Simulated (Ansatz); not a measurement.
# EuS (Fm-3m) in Ansatz: notebook

One crystal, EuS, is run at these levels: RPBE, PBEsol; tasks: single point.

All numbers are computed with Ansatz 0.2.0; they aren't measurements. Logs are shortened: lines on timing, memory, paths and dates and some standing lists are left out, and cuts for length are marked.

**What was measured.**

From “Crystal-field mediated electronic transitions of EuS up to 35 GPa”, 2022, pmc:8786971, for a powder of EuS at 300 K: band gap 1.72 eV (optical).

How close the calculation comes is told below.

## (1) The crystal as given

Symmetry: Fm-3m, No. 225, cubic system. Conventional cell: a = 5.957 Å, b = 5.957 Å, c = 5.957 Å, α = 90.00°, β = 90.00°, γ = 90.00°. Eu (site symmetry m-3m) is surrounded by 6 S at 2.98 Å. S (site symmetry m-3m) has 6 Eu at 2.98 Å as nearest neighbours.

## (2) Single point, RPBE, collinear spin, ferromagnetic start

Input file input.yaml:

```yaml
crystal:
  lattice:
    - [0.0, 2.9785, 2.9785]
    - [2.9785, 0.0, 2.9785]
    - [2.9785, 2.9785, 0.0]
  atoms:
    - { symbol: Eu, position: [0.0, 0.0, 0.0], spin: 7.0 }
    - { symbol: S, position: [0.5, 0.5, 0.5] }
hamiltonian:
  xc: rpbe
  pseudopotentials: { kind: paw }
magnetization:
  spin_polarized: true
kpoints:
  mp_grid: { grid: [8, 8, 8] }
scf:
  occupations: { method: gaussian, width: 0.05 }
output:
  forces: true
  stress: true
  eigenvalues: true
```

Potentials or basis: Ansatz PAW.

The run is started by

```console
ansatz run input.yaml --threads 2 --pin off --max-ram 5632MiB --backend cpu --events-out ev --progress --plain --runs-dir out
```

The log of the run:

```text
Warning: RAYON_NUM_THREADS=2 ignored (pool sized by the plan → 2); use --threads N
Engine: ansatz 0.2.0, x86_64-unknown-linux-gnu
Pseudopotentials: kind: paw
Pseudopotential: Eu, paw, valence charge 17, recommended cutoff 420 eV (normal), Eu.paw.azcp
Pseudopotential: S, paw, valence charge 6, recommended cutoff 420 eV (normal), S.paw.azcp
Functional definition: RPBE
  parameter kappa = 0.804
  parameter beta = 0.06672455060314922
  exchange = rpbe_x(kappa = kappa, mu = beta*pi^2/3)
  correlation = pbe_c(beta = beta)
Crystal: 2 atoms, lattice volume = 52.847 Å³
Basis set: ecut = 420 eV, 1037 PW (Γ), exchange–correlation on 60×60×60 points (8 copies of the dense FFT grid, shifted against one another)
Bands: 19, of which v1, the nominal top of the filled ones, is band 12 counted from 1 (11 counted from 0)
Symmetry: 48 space group operations
Space group: Fm-3m (ITA 225), of the structure as read, at distance tolerance 3.8e-5 Å
Magnetic group: BNS 225.116 (UNI 1618), of the structure as read, at distance tolerance 3.8e-5 Å
k-points: 29 of 512
Non-local potential: Eu, projectors of the file, l = 0: 3, l = 1: 2, l = 2: 2, l = 3: 3
Non-local potential: S, projectors of the file, l = 0: 2, l = 1: 2, l = 2: 2
PAW form: soft (Blöchl's): semilocal exchange-correlation on the pseudo side does not see the compensation charge
PAW frozen core: Eu, regenerated for the run's functional, and the local potential with it (the file was generated under x = pbe(κ = 0.804, μ = 0.2195149727645171), c = pbe(β = 0.06672455060314922))
PAW frozen core: S, regenerated for the run's functional, and the local potential with it (the file was generated under x = pbe(κ = 0.804, μ = 0.2195149727645171), c = pbe(β = 0.06672455060314922))
PAW one-centre angular grid: Eu, 590 points (default); XC on 64 Gauss nodes
PAW one-centre angular grid: S, 110 points (default); XC on 64 Gauss nodes
Initial density: superposition of atomic densities (chi_scale 0.1, normalization cell)
Starting moments: Σ|m| = 7 μB on 1 of 2 sites
Initial wavefunctions: pseudopotential atomic-orbital guess
Functional: x = rpbe, c = pbe(β = 0.06672455060314922)
SCF iter   1: F=—  HF=-9686.169666 eV  |F-HF|=—  |Δ(HF+E_count)|=         —  Δρ=4.06e-2 (↑4.06e-2 ↓2.39e-2)  dr2=1.03e0  dr2_m=3.73e-1  M=6.864 μB ∫|m|=6.961 μB  β_m=0.30  ethr=3.10e-3  ⟨swp⟩=5.9  Hψ=5258  notcnv=0
Mixer restart at iter 1: flushing history
preconditioner: auto → Kerker (q_TF=auto, 2.375 Å⁻¹)  [metal: Δε(μ)=0.007 eV  Ē_g=12.097 eV  σ=0.050 eV  W_gap=0.07  n_scr=14 (ndim 8)  ℏωp=23.4 eV  f_vac=0.000  D(μ)=4.10/eV (n_scr^D=58)]
spin=Collinear: Kerker preconditioning applied to the charge; magnetization (m = ρ↑ − ρ↓) channel mixes plain (no charge-response kernel on spin).
SCF iter   2: F=—  HF=-9686.400051 eV  |F-HF|=—  |Δ(HF+E_count)|=   2.30e-1  Δρ=2.74e-2 (↑2.74e-2 ↓1.72e-2)  dr2=5.33e-1  dr2_m=1.72e-1  M=6.870 μB ∫|m|=6.973 μB  β_m=0.55  ethr=3.10e-3  ⟨swp⟩=2.3  Hψ=2096  notcnv=0  defer=58
SCF iter   3: F=—  HF=-9686.854618 eV  |F-HF|=—  |Δ(HF+E_count)|=   4.55e-1  Δρ=1.55e-2 (↑1.55e-2 ↓4.81e-3)  dr2=1.41e-1  dr2_m=3.26e-2  M=6.923 μB ∫|m|=7.053 μB  β_m=0.65  ethr=2.32e-3  ⟨swp⟩=3.0  Hψ=2112  notcnv=0  defer=65
SCF iter   4: F=—  HF=-9687.072333 eV  |F-HF|=—  |Δ(HF+E_count)|=         —  Δρ=6.32e-3 (↑6.32e-3 ↓2.80e-3)  dr2=5.07e-2  dr2_m=2.80e-3  M=6.972 μB ∫|m|=7.113 μB  β_m=0.65  ethr=6.11e-4  ⟨swp⟩=2.9  Hψ=2623  notcnv=0  defer=66
Mixer restart at iter 4: flushing history
SCF iter   5: F=—  HF=-9687.115362 eV  |F-HF|=—  |Δ(HF+E_count)|=   4.30e-2  Δρ=4.34e-3 (↑4.34e-3 ↓1.90e-3)  dr2=2.81e-2  dr2_m=1.19e-3  M=6.987 μB ∫|m|=7.130 μB  β_m=0.63  ethr=2.20e-4  ⟨swp⟩=3.0  Hψ=1910  notcnv=0  defer=67
SCF iter   6: F=—  HF=-9687.141616 eV  |F-HF|=—  |Δ(HF+E_count)|=   2.63e-2  Δρ=9.26e-4 (↑9.26e-4 ↓8.95e-4)  dr2=2.84e-3  dr2_m=7.55e-6  M=6.995 μB ∫|m|=7.143 μB  β_m=0.91  ethr=1.22e-4  ⟨swp⟩=3.2  Hψ=2629  notcnv=0  defer=70
SCF iter   7: F=—  HF=-9687.143215 eV  |F-HF|=—  |Δ(HF+E_count)|=   1.60e-3  Δρ=8.13e-4 (↑8.13e-4 ↓3.37e-4)  dr2=7.70e-4  dr2_m=7.06e-5  M=6.996 μB ∫|m|=7.143 μB  β_m=0.86  ethr=1.23e-5  ⟨swp⟩=2.6  Hψ=1928  notcnv=0  defer=73
SCF iter   8: F=—  HF=-9687.143322 eV  |F-HF|=—  |Δ(HF+E_count)|=   1.07e-4  Δρ=7.29e-4 (↑7.29e-4 ↓1.93e-4)  dr2=3.30e-4  dr2_m=5.37e-5  M=6.996 μB ∫|m|=7.143 μB  β_m=0.75  ethr=3.35e-6  ⟨swp⟩=2.2  Hψ=2071  notcnv=0  defer=73
SCF iter   9: F=—  HF=-9687.143414 eV  |F-HF|=—  |Δ(HF+E_count)|=   9.22e-5  Δρ=3.57e-4 (↑3.57e-4 ↓9.77e-5)  dr2=7.69e-5  dr2_m=1.50e-5  M=6.997 μB ∫|m|=7.145 μB  β_m=0.88  ethr=1.44e-6  ⟨swp⟩=2.1  Hψ=1639  notcnv=0  defer=73
SCF iter  10: F=—  HF=-9687.143375 eV  |F-HF|=—  |Δ(HF+E_count)|=   3.93e-5  Δρ=1.15e-4 (↑1.15e-4 ↓2.46e-5)  dr2=7.30e-6  dr2_m=1.59e-6  M=6.997 μB ∫|m|=7.146 μB  β_m=0.94  ethr=3.34e-7  ⟨swp⟩=2.1  Hψ=1678  notcnv=0  defer=73
SCF iter  11: F=—  HF=-9687.143380 eV  |F-HF|=—  |Δ(HF+E_count)|=   5.08e-6  Δρ=7.78e-6 (↑7.78e-6 ↓3.99e-6)  dr2=5.80e-8  dr2_m=7.29e-9  M=6.997 μB ∫|m|=7.146 μB  β_m=0.97  ethr=3.17e-8  ⟨swp⟩=2.0  Hψ=1765  notcnv=0  defer=73
SCF iter  12: F=-9687.143380 eV  HF=-9687.143380 eV  |F-HF|=8.04e-9  |Δ(HF+E_count)|=   1.58e-7  Δρ=1.24e-6 (↑1.24e-6 ↓1.01e-6)  dr2=2.52e-9  dr2_m=1.02e-10  M=6.997 μB ∫|m|=7.147 μB  ethr=2.52e-10  ⟨swp⟩=6.4  Hψ=5325  notcnv=0
SCF 1 converged in 12 iterations: F = -9687.143380 eV  dr2 = 2.52e-9
SCF converged after 12 iterations
Magnetization: 6.9969 μB (14.9985 up, 8.0015 down)
Absolute magnetization: 7.1465 μB (∫|ρ↑−ρ↓|, with the PAW one-centre terms)
Spin contamination: 0.0120 ħ² per cell (⟨S²⟩ above its minimum at these occupations)
Per-site moments (μB) at R_I (Å): [(6.774024952669168, 1.22863125), (-0.06884760342723881, 1.22863125)]
Free energy (F): -9687.143380 eV
Harris-Foulkes:  -9687.143380 eV  (|F-HF|=8.04e-9)
Internal energy: -9687.142646 eV  (E = F + TS)
E sigma→0 (E₀):  -9687.143013 eV
Entropy (-TS):   -0.000734 eV (-0.367 meV/atom)
Fermi energy:    10.449686 eV
--- Per-component energies (eV) ---
  E_band       = -4.713013
  E_kinetic    = 460.508596
  E_local      = -2150.382220  (includes V_loc(G=0)·N_el)
  E_nonlocal   = 498.656228
  E_hartree    = 852.052315
  E_xc         = -277.072939
  E_vxc        = -292.890289  (∫ρ·V_xc dr)
  E_paw        = -7001.094701  (= ΣΔE_a)
  E_vpaw       = -224.709742  (= ΣTr[D̂ρ^β])
  E_aug_tail   = 0.000002  (compensation charges beyond the density's cutoff)
  E_ewald      = -2069.644683
  E_core_change = -0.165244  (= ΣΔE_core)
  E_smearing   = -0.000734  (= −TS)
  E_closure    = -0.000000  (closes the sum)
  Σ components = -9687.143380   (vs F -9687.143380, Δ=0.00e0)
--- Forces (eV/Å), atoms counted from 1 ---
  atom   1  Eu    -0.00000000    -0.00000000     0.00000000
  atom   2  S      0.00000000    -0.00000000    -0.00000000
  max |Σ_I F_I| component: 4.93e-30 eV/Å
--- Stress (GPa, compression-positive) ---
       -0.191123       0.000000      -0.000000
       -0.000000      -0.191123       0.000000
       -0.000000      -0.000000      -0.191123
  P = ⅓ Tr σ = -0.1911 GPa (-1.911 kbar)
--- Band table (eV; the first three rows and the last of 58) ---
  k-point 0 ↑: bands = ["-31.0340", "-9.7293", "-9.7293", "-9.7293", "-3.0011", "7.6913", "7.6913", "7.6913", "10.0616", "10.2187", "10.2187", "10.2187", "10.5325", "10.5325", "10.5325", "11.3884", "11.6173", "11.6173", "11.6173"]
  k-point 1 ↑: bands = ["-31.0321", "-9.7800", "-9.7328", "-9.7328", "-2.8839", "7.1541", "7.4937", "7.4937", "10.0546", "10.1894", "10.1894", "10.2194", "10.3630", "10.4002", "10.4002", "11.6591", "11.9090", "11.9090", "12.2488"]
  k-point 2 ↑: bands = ["-31.0276", "-9.8979", "-9.7414", "-9.7414", "-2.5960", "6.1790", "7.0854", "7.0854", "10.0430", "10.1382", "10.1382", "10.2210", "10.2455", "10.2585", "10.2585", "11.9927", "12.6312", "12.6312", "13.6225"]
  k-point 28 ↓: bands = ["-27.8757", "-7.5980", "-7.5980", "-7.5644", "-2.4383", "6.5157", "6.9306", "6.9306", "12.8193", "12.8193", "14.6759", "14.7676", "14.8166", "14.8166", "14.9646", "15.2090", "15.2090", "15.2359", "15.5890"]
```

Run time: 5.1 s. Hardware: 2 threads of Intel Xeon Platinum 8488C (Sapphire Rapids), shared host; peak memory 0.46 GiB.

Results:

```
Free energy            : -9687.1434 eV
Pressure               : -0.2 GPa
Band gap on the k mesh : none (metal or under the smearing width)
Net moment             : 7.00 μB per cell
Absolute moment        : 7.15 μB per cell
Site moments           : Eu +6.77; S -0.07 μB
```

Levels at points of the mesh, in eV from the Fermi level:
Spin up:
```
             k point  band 11  band 12  band 13  band 14  band 15  band 16  band 17  band 18  band 19
  (0.00, 0.00, 0.00)    -0.23    -0.23     0.08     0.08     0.08     0.94     1.17     1.17     1.17
 (0.00, 0.00, -0.50)    -0.36    -0.27    -0.27    -0.24    -0.23     3.00     3.30     3.74     3.74
(0.00, -0.50, -0.50)    -0.30    -0.29    -0.29    -0.25    -0.06    -0.06     3.15     3.37     4.59
```
Spin down:
```
             k point  band 5  band 6  band 7  band 8  band 9  band 10  band 11  band 12
  (0.00, 0.00, 0.00)  -13.45   -2.62   -2.62   -2.62    1.67     1.99     1.99     1.99
 (0.00, 0.00, -0.50)  -12.51   -5.07   -3.73   -3.73    3.00     4.10     4.10     4.20
(0.00, -0.50, -0.50)  -13.13   -3.72   -2.96   -2.96    0.02     4.03     4.11     4.27
```

Caveat: spin-orbit coupling is left out, which moves the levels of the heavy elements; a cell with one magnetic atom can't hold antiferromagnetic order, which such compounds often take; without U or exact exchange the open f shell lies at the Fermi level, which spoils levels, moments and volumes; the PAW data sets come from PBE, with cores solved anew for the run's functional, which leaves a small shift of forces and pressure.

## (3) Single point, PBEsol, collinear spin, ferromagnetic start

input.yaml: that of step 2 with these lines changed.

```diff
@@ -9,3 +9,3 @@
 hamiltonian:
-  xc: rpbe
+  xc: pbesol
   pseudopotentials: { kind: paw }
```

Potentials or basis: Ansatz PAW.

The run is started by

```console
ansatz run input.yaml --threads 2 --pin off --max-ram 5632MiB --backend cpu --events-out ev --progress --plain --runs-dir out
```

The log of the run:

```text
Warning: RAYON_NUM_THREADS=2 ignored (pool sized by the plan → 2); use --threads N
Engine: ansatz 0.2.0, x86_64-unknown-linux-gnu
Pseudopotentials: kind: paw
Pseudopotential: Eu, paw, valence charge 17, recommended cutoff 420 eV (normal), Eu.paw.azcp
Pseudopotential: S, paw, valence charge 6, recommended cutoff 420 eV (normal), S.paw.azcp
Functional definition: PBEsol
  exchange = pbesol_x
  correlation = pbesol_c
Crystal: 2 atoms, lattice volume = 52.847 Å³
Basis set: ecut = 420 eV, 1037 PW (Γ), exchange–correlation on 60×60×60 points (8 copies of the dense FFT grid, shifted against one another)
Bands: 19, of which v1, the nominal top of the filled ones, is band 12 counted from 1 (11 counted from 0)
Symmetry: 48 space group operations
Space group: Fm-3m (ITA 225), of the structure as read, at distance tolerance 3.8e-5 Å
Magnetic group: BNS 225.116 (UNI 1618), of the structure as read, at distance tolerance 3.8e-5 Å
k-points: 29 of 512
Non-local potential: Eu, projectors of the file, l = 0: 3, l = 1: 2, l = 2: 2, l = 3: 3
Non-local potential: S, projectors of the file, l = 0: 2, l = 1: 2, l = 2: 2
PAW form: soft (Blöchl's): semilocal exchange-correlation on the pseudo side does not see the compensation charge
PAW frozen core: Eu, regenerated for the run's functional, and the local potential with it (the file was generated under x = pbe(κ = 0.804, μ = 0.2195149727645171), c = pbe(β = 0.06672455060314922))
PAW frozen core: S, regenerated for the run's functional, and the local potential with it (the file was generated under x = pbe(κ = 0.804, μ = 0.2195149727645171), c = pbe(β = 0.06672455060314922))
PAW one-centre angular grid: Eu, 590 points (default); XC on 64 Gauss nodes
PAW one-centre angular grid: S, 110 points (default); XC on 64 Gauss nodes
Initial density: superposition of atomic densities (chi_scale 0.1, normalization cell)
Starting moments: Σ|m| = 7 μB on 1 of 2 sites
Initial wavefunctions: pseudopotential atomic-orbital guess
Functional: x = pbesol(κ = 0.804, μ = 0.12345679012345678), c = pbesol(β = 0.046)
SCF iter   1: F=—  HF=-9552.895337 eV  |F-HF|=—  |Δ(HF+E_count)|=         —  Δρ=3.91e-2 (↑3.91e-2 ↓2.24e-2)  dr2=8.09e-1  dr2_m=3.53e-1  M=6.847 μB ∫|m|=6.943 μB  β_m=0.30  ethr=3.10e-3  ⟨swp⟩=5.9  Hψ=5301  notcnv=0
Mixer restart at iter 1: flushing history
preconditioner: auto → Kerker (q_TF=auto, 2.375 Å⁻¹)  [metal: Δε(μ)=0.002 eV  Ē_g=11.961 eV  σ=0.050 eV  W_gap=0.02  n_scr=14 (ndim 8)  ℏωp=23.4 eV  f_vac=0.000  D(μ)=4.32/eV (n_scr^D=58)]
spin=Collinear: Kerker preconditioning applied to the charge; magnetization (m = ρ↑ − ρ↓) channel mixes plain (no charge-response kernel on spin).
SCF iter   2: F=—  HF=-9553.094685 eV  |F-HF|=—  |Δ(HF+E_count)|=   1.99e-1  Δρ=2.61e-2 (↑2.61e-2 ↓1.60e-2)  dr2=4.10e-1  dr2_m=1.61e-1  M=6.859 μB ∫|m|=6.957 μB  β_m=0.54  ethr=3.10e-3  ⟨swp⟩=2.4  Hψ=2087  notcnv=0  defer=58
SCF iter   3: F=—  HF=-9553.485189 eV  |F-HF|=—  |Δ(HF+E_count)|=   3.91e-1  Δρ=1.42e-2 (↑1.42e-2 ↓4.36e-3)  dr2=1.11e-1  dr2_m=2.84e-2  M=6.881 μB ∫|m|=7.006 μB  β_m=0.65  ethr=1.78e-3  ⟨swp⟩=3.0  Hψ=2130  notcnv=0  defer=64
[... 11 lines left out ...]
SCF converged after 12 iterations
Magnetization: 6.9857 μB (14.9929 up, 8.0071 down)
Absolute magnetization: 7.1220 μB (∫|ρ↑−ρ↓|, with the PAW one-centre terms)
Spin contamination: 0.0111 ħ² per cell (⟨S²⟩ above its minimum at these occupations)
Per-site moments (μB) at R_I (Å): [(6.752585094160881, 1.22863125), (-0.061181512988676565, 1.22863125)]
Free energy (F): -9553.728961 eV
Harris-Foulkes:  -9553.728961 eV  (|F-HF|=3.13e-10)
Internal energy: -9553.728026 eV  (E = F + TS)
E sigma→0 (E₀):  -9553.728493 eV
Entropy (-TS):   -0.000935 eV (-0.468 meV/atom)
Fermi energy:    10.134456 eV
--- Per-component energies (eV) ---
  E_band       = -10.732037
  E_kinetic    = 459.595283
  E_local      = -2151.398064  (includes V_loc(G=0)·N_el)
  E_nonlocal   = 501.807537
  E_hartree    = 848.897107
  E_xc         = -273.313181
  E_vxc        = -291.367213  (∫ρ·V_xc dr)
  E_paw        = -6870.320807  (= ΣΔE_a)
  E_vpaw       = -227.164525  (= ΣTr[D̂ρ^β])
  E_aug_tail   = 0.000001  (compensation charges beyond the density's cutoff)
  E_ewald      = -2069.644683
  E_core_change = 0.648780  (= ΣΔE_core)
  E_smearing   = -0.000935  (= −TS)
  E_closure    = 0.000000  (closes the sum)
  Σ components = -9553.728961   (vs F -9553.728961, Δ=0.00e0)
--- Forces (eV/Å), atoms counted from 1 ---
  atom   1  Eu    -0.00000000     0.00000000     0.00000000
  atom   2  S      0.00000000    -0.00000000    -0.00000000
  max |Σ_I F_I| component: 3.45e-30 eV/Å
--- Stress (GPa, compression-positive) ---
       -5.428400      -0.000000       0.000000
       -0.000000      -5.428400      -0.000000
        0.000000      -0.000000      -5.428400
  P = ⅓ Tr σ = -5.4284 GPa (-54.284 kbar)
--- Band table (eV; the first three rows and the last of 58) ---
  k-point 0 ↑: bands = ["-31.2401", "-9.9352", "-9.9352", "-9.9352", "-3.2276", "7.4613", "7.4613", "7.4613", "9.7502", "9.9129", "9.9129", "9.9129", "10.2340", "10.2340", "10.2340", "10.9137", "11.2308", "11.2308", "11.2308"]
  k-point 1 ↑: bands = ["-31.2382", "-9.9876", "-9.9389", "-9.9389", "-3.1070", "6.8956", "7.2573", "7.2573", "9.7412", "9.8820", "9.8820", "9.9136", "10.0492", "10.0933", "10.0933", "11.2479", "11.5283", "11.5283", "11.8421"]
  k-point 2 ↑: bands = ["-31.2336", "-10.1091", "-9.9479", "-9.9479", "-2.8108", "5.8902", "6.8381", "6.8381", "9.7260", "9.8293", "9.8293", "9.9152", "9.9338", "9.9482", "9.9482", "11.6005", "12.2572", "12.2572", "13.2261"]
  k-point 28 ↓: bands = ["-28.1692", "-7.8585", "-7.8585", "-7.8206", "-2.6246", "6.2639", "6.6767", "6.6767", "12.3708", "12.3708", "14.2510", "14.3603", "14.3944", "14.3944", "14.5502", "14.7940", "14.7940", "14.8144", "15.2025"]
```

Wall time 5.2 s (2 threads of Intel Xeon Platinum 8488C (Sapphire Rapids), shared host); peak memory 0.45 GiB.

Results:

```
Free energy            : -9553.7290 eV
Pressure               : -5.4 GPa
Band gap on the k mesh : none (metal or under the smearing width)
Net moment             : 6.99 μB per cell
Absolute moment        : 7.12 μB per cell
Site moments           : Eu +6.75; S -0.06 μB
```

Caveat: spin-orbit coupling is left out, which moves the levels of the heavy elements; a cell with one magnetic atom can't hold antiferromagnetic order, which such compounds often take; without U or exact exchange the open f shell lies at the Fermi level, which spoils levels, moments and volumes; the PAW data sets come from PBE, with cores solved anew for the run's functional, which leaves a small shift of forces and pressure. The state reached can hang on the start; a lower one may exist.

## (4) How close it comes

Step 2. Against the measured gap of EuS, 1.72 eV (optical; 300 K; powder; “Crystal-field mediated electronic transitions of EuS up to 35 GPa”, 2022, pmc:8786971), the calculated 0.00 eV is off by -1.72 eV. So large a miss can be the level of theory's own, or it may mean another phase, state or a wrong row. Spin-orbit coupling on Eu is left out. The value is that of RPBE on a finite k mesh, which can miss the band edges, without temperature or zero-point motion. Semilocal functionals fall short of measured gaps as a rule. The run's magnetic order (collinear spin, ferromagnetic start) needn't be the measured crystal's.

Step 3. Against the measured gap of EuS, 1.72 eV (optical; 300 K; powder; “Crystal-field mediated electronic transitions of EuS up to 35 GPa”, 2022, pmc:8786971), the calculated 0.00 eV is off by -1.72 eV. So large a miss can be the level of theory's own, or it may mean another phase, state or a wrong row. Spin-orbit coupling on Eu is left out. The value is that of PBEsol on a finite k mesh, which can miss the band edges, without temperature or zero-point motion. Semilocal functionals fall short of measured gaps as a rule. The run's magnetic order (collinear spin, ferromagnetic start) needn't be the measured crystal's.
